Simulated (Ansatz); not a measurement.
Runs of Ansatz 0.2.0 on CoO. Symmetry: R3m, No. 160, trigonal system. The conventional cell has a = 3.204 Å, b = 3.204 Å, c = 7.699 Å, α = 90.00°, β = 90.00°, γ = 120.00°. Around Co (site symmetry 3m) lie 4 O at 1.91 to 1.96 Å. O (site symmetry 3m) is surrounded by 4 Co at 1.91 to 1.96 Å. Measurements of this composition are mostly on another form, of space group No. 225.

```tsv
task	level	potentials or basis	U	cell	k mesh	cutoff (eV)	smearing	points for each segment of the path	hubbard projectors	double counting	mesh quality	gap on the mesh (eV)	pressure (GPa)	moment (μB)	largest force (eV/Å)
band structure	HSEsol	Ansatz PAW	-	as given	5 × 5 × 5	420	fermi-dirac 0.05 eV	4	-	-	coarse	1.56	-	3.00	(b)
projected density of states	PBEsol+U	Ansatz PAW	Co d U = 4 eV	as given	10 × 10 × 10	420	fermi-dirac 0.05 eV	-	ortho-atomic (the default)	fll (the default)	not flagged	0.30	8.0	3.00	0.43
projected density of states	PBEsol+U	Ansatz PAW	Co d U = 5 eV	as given	10 × 10 × 10	420	fermi-dirac 0.05 eV	-	ortho-atomic (the default)	fll (the default)	not flagged	0.43	9.7	3.00	0.45
projected density of states	r2SCAN	Ansatz PAW	-	as given	6 × 6 × 6	500	fermi-dirac 0.05 eV	-	-	-	not flagged	0.11	4.2	(c)	-
band structure	LDA+U	Ansatz PAW earlier set	Co d U = 4 eV	as given	10 × 10 × 10	1000	methfessel-paxton 0.1 eV	14	ortho-atomic (the default)	fll (the default)	not flagged	0.38	1.0	3.00	0.39
projected density of states	PBEsol+U	Ansatz PAW	Co d U = 3 eV	as given	10 × 10 × 10	420	fermi-dirac 0.05 eV	-	ortho-atomic (the default)	fll (the default)	not flagged	0.17	6.1	3.00	0.41
projected density of states	PBEsol+U	Ansatz PAW	Co d U = 1 eV	as given	10 × 10 × 10	420	fermi-dirac 0.05 eV	-	ortho-atomic (the default)	fll (the default)	not flagged	none	-3.8	2.84	0.28
relaxation of cell and atoms	LDA	Ansatz PAW	-	relaxed	10 × 10 × 10	420	fermi-dirac 0.05 eV	-	-	-	not flagged	none	0.0	1.62	-
projected density of states	PBEsol+U	Ansatz PAW	Co d U = 6 eV	as given	10 × 10 × 10	420	fermi-dirac 0.05 eV	-	ortho-atomic (the default)	fll (the default)	not flagged	0.53	11.2	3.00	0.47
band structure	HSE03	Ansatz PAW	-	as given	5 × 5 × 5	420	fermi-dirac 0.05 eV	4	-	-	coarse	1.42	-	3.00	0.43
projected density of states	PBEsol	Ansatz PAW	-	as given	6 × 6 × 6	420	fermi-dirac 0.05 eV	-	-	-	coarse	none	(d)	2.75	0.21
band structure	LDA	Ansatz PAW	-	as given	10 × 10 × 10	420	fermi-dirac 0.05 eV	14	-	-	not flagged	none	(a)	2.64	0.19
```

Alike in all rows: spin collinear, ferromagnetic start.

Q: Estimate the missing entries.

A: (a) -15.8; (b) 0.40; (c) 2.99; (d) -8.2.

Caveats: some runs use coarse meshes; a cell with one magnetic atom can't hold antiferromagnetic order, which such compounds often take; the PAW data sets come from PBE, with cores solved anew for the run's functional, which leaves a small shift of forces and pressure; the magnetic or orbital state may not be the lowest (some runs); the density of states is complete only up to the lowest level of the last band computed (some runs); semilocal functionals often make such compounds metallic where correlation or magnetic order opens a gap, which also shifts bond lengths (some runs); the plane-wave basis is chosen anew once the cell has moved, so the energies of steps on either side of that aren't comparable (some runs); so large a pressure means that the cell lies far from this level's equilibrium, or that cutoff or potentials fall short (some runs).

A k mesh can miss the band edges.

A gap of «none» marks a metal or a gap under the smearing width.

Not every run made on this cell is shown here.
